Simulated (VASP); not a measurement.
# Mo (Im-3m) in VASP: further runs

The runs below take Mo through single point, with PBEsol.

All numbers are computed with VASP 6.6.1; they aren't measurements. Logs are shortened: lines on timing, memory, paths and dates and some standing lists are left out, and cuts for length are marked.

## 1. The crystal as given

Symmetry: Im-3m, No. 229, cubic system. Conventional cell: a = 3.131 Å, b = 3.131 Å, c = 3.131 Å, α = 90.00°, β = 90.00°, γ = 90.00°. Around Mo (site symmetry m-3m) lie 8 Mo at 2.71 Å.

## 2. Single point, PBEsol

File INCAR:

```
SYSTEM = Mo
  PREC = Accurate
  ENCUT = 700
  EDIFF = 1E-6
  ISMEAR = 0
  SIGMA = 0.1
  LREAL = .False.
  LASPH = .True.
  NELM = 60
  ALGO = Normal
  ISIF = 2
  LWAVE = .False.
  LCHARG = .False.
  GGA = PS
  NBANDS = 13
```

File KPOINTS:

```
regular mesh
0
Gamma
  18 18 18
  0 0 0
```

File POSCAR:

```
Mo
1.0
   -1.5656100000      1.5656100000      1.5656100000
    1.5656100000     -1.5656100000      1.5656100000
    1.5656100000      1.5656100000     -1.5656100000
Mo
1
Direct
    1.0000000000      0.0000000000      1.0000000000
```

Potentials or basis: VASP PAW PBE potentials, release 64 (Mo_sv).

Run with:

```console
$ cat potpaw_PBE.64/Mo_sv/POTCAR > POTCAR
$ mpirun -np 1 vasp_std > vasp.out
```

OUTCAR:

```text
SYSTEM = Mo
   PREC = Accurate
   ENCUT = 700
   EDIFF = 1E-6
   ISMEAR = 0
   LREAL = .False.
   LASPH = .True.
   NELM = 60
   ISIF = 2
   GGA = PS

 ion  position               nearest neighbor table
   1  0.000  0.000  0.000-

  LATTYP: Found a body centered cubic cell.
 ALAT       =     3.1312200000

  Lattice vectors:

 A1 = (  -1.5656100000,   1.5656100000,   1.5656100000)
 A2 = (   1.5656100000,  -1.5656100000,   1.5656100000)
 A3 = (   1.5656100000,   1.5656100000,  -1.5656100000)

Analysis of symmetry for initial positions (statically):
=====================================================================
 Subroutine PRICEL returns:
 Original cell was already a primitive cell.

 Routine SETGRP: Setting up the symmetry group for a
 body centered cubic supercell.

 Subroutine GETGRP returns: Found 48 space group operations
 (whereof 48 operations were pure point group operations)
 out of a pool of 48 trial point group operations.

The static configuration has the point symmetry O_h .

Analysis of symmetry for dynamics (positions and initial velocities):
=====================================================================
 Subroutine PRICEL returns:
 Original cell was already a primitive cell.

 Routine SETGRP: Setting up the symmetry group for a
 body centered cubic supercell.

 Subroutine GETGRP returns: Found 48 space group operations
 (whereof 48 operations were pure point group operations)
 out of a pool of 48 trial point group operations.

The dynamic configuration has the point symmetry O_h .

 Subroutine INISYM returns: Found 48 space group operations
 (whereof 48 operations are pure point group operations),
 and found     1 'primitive' translations

----------------------------------------------------------------------------------------

                                     Primitive cell

  volume of cell :      15.3501

  direct lattice vectors                    reciprocal lattice vectors
    -1.565610000  1.565610000  1.565610000     0.000000000  0.319364337  0.319364337
     1.565610000 -1.565610000  1.565610000     0.319364337  0.000000000  0.319364337
     1.565610000  1.565610000 -1.565610000     0.319364337  0.319364337  0.000000000

  length of vectors
     2.711716065  2.711716065  2.711716065     0.451649377  0.451649377  0.451649377

  position of ions in fractional coordinates (direct lattice)
     0.000000000  0.000000000  0.000000000

  ion indices of the primitive-cell ions
   primitive index   ion index
                 1           1

----------------------------------------------------------------------------------------

 KPOINTS: regular mesh

Automatic generation of k-mesh.
 Grid dimensions read from file:
 generate k-points for:   18   18   18

 Generating k-lattice:

  Cartesian coordinates                     Fractional coordinates (reciprocal lattice)
     0.000000000  0.017742463  0.017742463     0.055555556  0.000000000  0.000000000
     0.017742463  0.000000000  0.017742463     0.000000000  0.055555556  0.000000000
     0.017742463  0.017742463  0.000000000     0.000000000  0.000000000  0.055555556

  Length of vectors
     0.025091632  0.025091632  0.025091632

  Shift w.r.t. Gamma in fractional coordinates (k-lattice)
     0.000000000  0.000000000  0.000000000

 Subroutine IBZKPT returns following result:
 ===========================================

 Found    195 irreducible k-points:

 Following reciprocal coordinates:
            Coordinates               Weight
  0.000000  0.000000  0.000000      1.000000
  0.055556  0.000000  0.000000     12.000000
  0.111111  0.000000  0.000000     12.000000
  0.166667  0.000000  0.000000     12.000000
  0.222222  0.000000  0.000000     12.000000
  0.277778  0.000000  0.000000     12.000000
[... 16 lines left out ...]
  0.333333  0.111111 -0.000000     48.000000
  0.388889  0.111111 -0.000000     48.000000
 [... further k-points ...]
   k-points           NKPTS =    195   k-points in BZ     NKDIM =    195   number of bands    NBANDS=     13
   number of dos      NEDOS =    301   number of ions     NIONS =      1
   total plane-waves  NPLWV =  13824
   dimension x,y,z NGX =    24 NGY =   24 NGZ =   24
   dimension x,y,z NGXF=    48 NGYF=   48 NGZF=   48
   ions per type =               1
   NGX,Y,Z   is equivalent  to a cutoff of  14.71, 14.71, 14.71 a.u.
   NGXF,Y,Z  is equivalent  to a cutoff of  29.43, 29.43, 29.43 a.u.
 SYSTEM =  Mo
   PREC   = accura    normal or accurate (medium, high low for compatibility)
   ISTART =      0    job   : 0-new  1-cont  2-samecut
   ICHARG =      2    charge: 1-file 2-atom 10-const
   ISPIN  =      1    spin polarized calculation?
   LNONCOLLINEAR =      F non collinear calculations
   LSORBIT =      F    spin-orbit coupling
   LASPH  =      T    aspherical Exc in radial PAW
   ENCUT  =  700.0 eV  51.45 Ry    7.17 a.u.   5.85  5.85  5.85*2*pi/ulx,y,z
   NELM   =     60;   NELMIN=  2; NELMDL= -5     # of ELM steps
   EDIFF  = 0.1E-05   stopping-criterion for ELM
   LREAL  =      F    real-space projection
   EDIFFG = 0.1E-04   stopping-criterion for IOM
   NSW    =      0    number of steps for IOM
   IBRION =     -1    ionic relax: 0-MD 1-quasi-New 2-CG
   NFREE  =      0    steps in history (QN), initial steepest desc. (CG)
   ISIF   =      2    stress and relaxation
   ISYM   =      2    0-nonsym 1-usesym 2-fastsym
   POTIM  = 0.5000    time-step for ionic-motion
   TEBEG  =    0.0;   TEEND  =   0.0 temperature during run
   PSTRESS=    0.0 pullay stress
   NELECT =      14.0000    total number of electrons
   NUPDOWN=      -1.0000    fix difference up-down
   EMIN   =  10.00;   EMAX   =-10.00  energy-range for DOS
   EFERMI =   0.00;   METHOD = LEGACY
   ISMEAR =     0;   SIGMA  =   0.10  broadening in eV -4-tet -1-fermi 0-gaus
   EFERMI_NEDOS =   21; number of points for ismear=-14 and -15
   IALGO  =     38    algorithm
   IMIX   =      4    mixing-type and parameters
     AMIX     =   0.40;   BMIX     =  1.00
     AMIX_MAG =   1.60;   BMIX_MAG =  1.00
  volume/ion in A,a.u.               =      15.35       103.59
  Fermi-wavevector in a.u.,A,eV,Ry     =   1.587623  3.000172 34.294102  2.520545
  Thomas-Fermi vector in A             =   2.686752
   LORBIT       =      0    0 simple, 1 ext, 2 COOP (PROOUT), +10 PAW based schemes
   GGA     = PS    functional components
   LHFCALC =     F    Hartree Fock is set to
   AEXX    =    0.0000 exact exchange contribution
   IVDW    =     0    specifies the selected vdW correction
   LEPSILON=     F    determine dielectric tensor
   LRPA    =     F    only Hartree local field effects (RPA)
 non-spin polarized calculation
 Gauss-broadening in eV      SIGMA  =   0.10
  energy-cutoff  :      700.00
  volume of cell :       15.35
 maximum number of plane-waves:       682
   NGX = 11   NGY = 11   NGZ = 11

 number of electron      14.0000001 magnetization

 Free energy of the ion-electron system (eV)
  ---------------------------------------------------
  ext. energy  EPLUGINS =         0.00000000
  ---------------------------------------------------
  free energy    TOTEN  =       -11.77833286 eV

  energy without entropy =      -11.77600160  energy(sigma->0) =      -11.77716723

 E-fermi :  12.7778     XC(G=0): -13.6313

 val. band max:       12.7770628958   @ k =  -0.3889   0.4444   0.2778
 cond. band min:      12.7800674662   @ k =   0.3889   0.1111  -0.0000
 fundamental gap:      0.0030045705
 Fermi energy:        12.7778386934

 k-point     1 :       0.0000    0.0000    0.0000
  band No.  band energies     occupation
      1     -48.4374      2.00000
      2     -21.6822      2.00000
      3     -21.6822      2.00000
      4     -21.6822      2.00000
      5       5.4150      2.00000
      6      11.3567      2.00000
      7      11.3567      2.00000
      8      11.3567      2.00000
      9      14.4394      0.00000
     10      14.4394      0.00000
     11      27.5941      0.00000
     12      27.5941      0.00000
     13      27.5941      0.00000

 k-point     2 :       0.0556    0.0000    0.0000
  band No.  band energies     occupation
      1     -48.4290      2.00000
      2     -21.7307      2.00000
      3     -21.6971      2.00000
      4     -21.6826      2.00000
      5       5.5555      2.00000
      6      11.2764      2.00000
      7      11.3438      2.00000
      8      11.4887      2.00000
      9      14.3185      0.00000
     10      14.4412      0.00000
     11      27.7023      0.00000
     12      27.8310      0.00000
     13      27.8824      0.00000

 k-point     3 :       0.1111    0.0000    0.0000
  band No.  band energies     occupation
      1     -48.4046      2.00000
      2     -21.8688      2.00000
      3     -21.7397      2.00000
      4     -21.6837      2.00000
      5       5.9558      2.00000
      6      11.0535      2.00000
      7      11.2866      2.00000
      8      11.8793      2.00000
      9      14.0536      0.00000
     10      14.4519      0.00000
     11      27.9636      0.00000
     12      28.5215      0.00000
     13      28.6039      0.00000

 k-point     4 :       0.1667    0.0000    0.0000
  band No.  band energies     occupation
      1     -48.3670      2.00000
      2     -22.0766      2.00000
      3     -21.8043      2.00000
      4     -21.6855      2.00000
      5       6.5436      2.00000
      6      10.7334      2.00000
      7      11.1674      2.00000
      8      12.5121      1.99983
      9      13.8501      0.00000
     10      14.4852      0.00000
     11      28.1586      0.00000
     12      29.3362      0.00000
     13      29.6127      0.00000

 k-point     5 :       0.2222    0.0000    0.0000
  band No.  band energies     occupation
      1     -48.3205      2.00000
      2     -22.3258      2.00000
      3     -21.8827      2.00000
      4     -21.6876      2.00000
      5       7.1634      2.00000
      6      10.3701      2.00000
      7      11.0916      2.00000
      8      13.3574      0.00000
      9      13.8389      0.00000
     10      14.5546      0.00000
     11      27.9421      0.00000
     12      29.4492      0.00000
     13      31.0357      0.00000
[... 257 lines left out ...]
 k-point    22 :       0.2778    0.1111    0.0000
  band No.  band energies     occupation
      1     -48.2108      2.00000
      2     -22.8190      2.00000
      3     -22.0736      2.00000
      4     -21.7546      2.00000
      5       8.0076      2.00000
      6       9.7651      2.00000
      7      11.3646      2.00000
      8      13.9491      0.00000
      9      15.0882      0.00000
     10      16.2608      0.00000
     11      26.5362      0.00000
     12      27.5683      0.00000
     13      32.1827      0.00000

 k-point    23 :       0.3333    0.1111   -0.0000
  band No.  band energies     occupation
      1     -48.1743      2.00000
      2     -22.9798      2.00000
      3     -22.1494      2.00000
      4     -21.7581      2.00000
      5       7.8671      2.00000
      6       9.5534      2.00000
      7      12.1357      2.00000
      8      14.2312      0.00000
      9      15.2653      0.00000
     10      17.4100      0.00000
     11      25.5848      0.00000
     12      26.3693      0.00000
     13      30.8981      0.00000

 k-point    24 :       0.3889    0.1111   -0.0000
  band No.  band energies     occupation
      1     -48.1503      2.00000
      2     -23.0833      2.00000
      3     -22.1988      2.00000
      4     -21.7603      2.00000
      5       7.7222      2.00000
      6       9.4234      2.00000
      7      12.7801      0.97486
      8      14.3551      0.00000
      9      15.5296      0.00000
     10      18.3108      0.00000
     11      24.6993      0.00000
     12      25.6165      0.00000
     13      29.9597      0.00000

 [... further k-points ...]

------------------------ aborting loop because EDIFF is reached ----------------------------------------

  FORCE on cell =-STRESS in cart. coord.  units (eV):
  Direction    XX          YY          ZZ          XY          YZ          ZX
  --------------------------------------------------------------------------------------
  -------------------------------------------------------------------------------------
  Total        0.0058086      0.0058086      0.0058086     -0.0000000     -0.0000000      0.0000000
  in kB        0.6062747      0.6062747      0.6062747     -0.0000000     -0.0000000      0.0000000
  external PRESSURE =       0.6062747 kB  Pullay stress =       0.0000000 kB

 VOLUME and BASIS-vectors are now :
 -----------------------------------------------------------------------------
  energy-cutoff  :      700.00
  volume of cell :       15.35
      direct lattice vectors                 reciprocal lattice vectors
    -1.565610000  1.565610000  1.565610000     0.000000000  0.319364337  0.319364337
     1.565610000 -1.565610000  1.565610000     0.319364337  0.000000000  0.319364337
     1.565610000  1.565610000 -1.565610000     0.319364337  0.319364337  0.000000000

 POSITION                                       TOTAL-FORCE (eV/Angst)
 -----------------------------------------------------------------------------------
      0.00000      0.00000      0.00000        -0.000000      0.000000     -0.000000
 -----------------------------------------------------------------------------------
    total drift:                                0.000000      0.000000      0.000000

  FREE ENERGIE OF THE ION-ELECTRON SYSTEM (eV)
  ---------------------------------------------------
  free  energy   TOTEN  =       -11.7783328587 eV

  energy  without entropy=      -11.7760015991  energy(sigma->0) =      -11.77716723
```

Run time: 23 s. Hardware: 1 thread of Intel Xeon Platinum 8488C (Sapphire Rapids), shared host; peak memory 0.18 GiB.

What came out:

* Free energy: -11.7783 eV
* Pressure: 0.1 GPa
* Band gap on the k mesh: none (metal or under the smearing width)

Levels at points of the mesh, in eV from the Fermi level:
```csv
k point,band 3,band 4,band 5,band 6,band 7,band 8,band 9,band 10,band 11,band 12
"(0.00, 0.00, 0.00)",-34.46,-34.46,-7.36,-1.42,-1.42,-1.42,1.66,1.66,14.82,14.82
"(0.50, 0.00, 0.00)",-34.93,-34.47,-5.48,-3.52,1.66,1.71,2.35,4.89,11.90,11.95
"(0.50, 0.50, 0.50)",-35.49,-35.49,-5.63,-5.63,4.10,4.10,4.10,9.14,9.14,9.14
```

Caveat: the PAW data sets were made with another functional, which shifts forces and pressure a little.

## 3. Single point, PBEsol

INCAR, as its differences from that of step 2:

```diff
@@ -2,3 +2,3 @@
   PREC = Accurate
-  ENCUT = 700
+  ENCUT = 520
   EDIFF = 1E-6
```

File KPOINTS:

```
regular mesh
0
Gamma
  28 28 28
  0 0 0
```

POSCAR is that of step 2.

Potentials or basis: VASP PAW PBE potentials, release 64 (Mo_sv).

Run with:

```console
$ cat potpaw_PBE.64/Mo_sv/POTCAR > POTCAR
$ mpirun -np 1 vasp_std > vasp.out
```

Wall time 51 s (1 thread of Intel Xeon Platinum 8488C (Sapphire Rapids), shared host); peak memory 0.22 GiB.

Results (log left out):

- Free energy: -11.7787 eV
- Pressure: 0.2 GPa
- Band gap on the k mesh: none (metal or under the smearing width)

Levels at points of the mesh, in eV from the Fermi level:
```
           k point  band 3  band 4  band 5  band 6  band 7  band 8  band 9  band 10  band 11  band 12
(0.00, 0.00, 0.00)  -34.48  -34.48   -7.38   -1.44   -1.44   -1.44    1.64     1.64    14.80    14.80
(0.50, 0.00, 0.00)  -34.96  -34.50   -5.50   -3.54    1.64    1.68    2.33     4.87    11.88    11.93
(0.50, 0.50, 0.50)  -35.51  -35.51   -5.65   -5.65    4.07    4.07    4.07     9.12     9.12     9.12
```

Caveat: the PAW data sets were made with another functional, which shifts forces and pressure a little.

## 4. Single point, PBEsol

INCAR, as its differences from that of step 3:

```diff
@@ -5,3 +5,3 @@
   ISMEAR = 0
-  SIGMA = 0.1
+  SIGMA = 0.5
   LREAL = .False.
```

File KPOINTS:

```
regular mesh
0
Gamma
  18 18 18
  0 0 0
```

POSCAR is that of step 3.

Run with:

```console
$ cat potpaw_PBE.64/Mo_sv/POTCAR > POTCAR
$ mpirun -np 1 vasp_std > vasp.out
```

Wall time 19 s (1 thread of Intel Xeon Platinum 8488C (Sapphire Rapids), shared host); peak memory 0.15 GiB.

Results (log left out):

* Free energy: -11.8173 eV
* Pressure: 0.4 GPa
* Band gap on the k mesh: none (metal or under the smearing width)

Levels at points of the mesh, in eV from the Fermi level:
```tsv
k point	band 5	band 6	band 7	band 8	band 9	band 10
(0.00, 0.00, 0.00)	-7.31	-1.37	-1.37	-1.37	1.72	1.72
(0.50, 0.00, 0.00)	-5.43	-3.47	1.71	1.76	2.41	4.95
(0.50, 0.50, 0.50)	-5.58	-5.58	4.15	4.15	4.15	9.19
```

Caveat: the PAW data sets were made with another functional, which shifts forces and pressure a little.

## 5. The runs side by side

| k mesh | cutoff (eV) | smearing | gap on the mesh (eV) | pressure (GPa) |
| --- | --- | --- | --- | --- |
| 18 × 18 × 18 | 700 | gaussian 0.1 eV | none | 0.1 |
| 28 × 28 × 28 | 520 | gaussian 0.1 eV | none | 0.2 |
| 18 × 18 × 18 | 520 | gaussian 0.5 eV | none | 0.4 |

Alike in all rows: task single point; level PBEsol; potentials or basis VASP PAW PBE potentials, release 64 (Mo_sv); no spin polarisation; cell as given.

Every run on the cell as given and a fine mesh finds a metal.

Caveats: the PAW data sets were made with another functional, which shifts forces and pressure a little.

Total energies depend on the potentials used, so only differences within one code and one set of settings carry meaning.
